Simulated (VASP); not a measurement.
Energy against volume of LaAlO$_{3}$ (cubic perovskite). Method: r2SCAN meta-GGA, VASP's PBE PAW potentials (set 64) (plane waves; VASP).

```json
[
 {"V (Å³/atom)": "10.181", "E (eV/atom)": "-14.50736"},
 {"V (Å³/atom)": "10.506", "E (eV/atom)": "-14.53004"},
 {"V (Å³/atom)": "10.831", "E (eV/atom)": "-14.53747"},
 {"V (Å³/atom)": "11.156", "E (eV/atom)": "-14.53180"},
 {"V (Å³/atom)": "11.481", "E (eV/atom)": "-14.51494"}
]
```

Problem. Fit a third-order Birch-Murnaghan equation of state.

Solution. 
```json
{
 "volume_per_atom": "10.84 Å³/atom",
 "bulk_modulus": "213 GPa",
 "pressure_derivative_of_the_bulk_modulus": "4.16",
 "lattice_constant_a": "3.785 Å"
}
```

Measured: a 3.810 Å (computed value off by -0.7 %), as given by Fedwa El-Mellouhi et al., Physical Review B (2013), arXiv:1211.6371. The calculation is for a static lattice, while the measured a holds thermal and zero-point effects, which are part of the difference.

The compound is LaAlO3 in the cubic perovskite structure, the ideal cubic form; the compound distorts at low or room temperature. It was relaxed first.
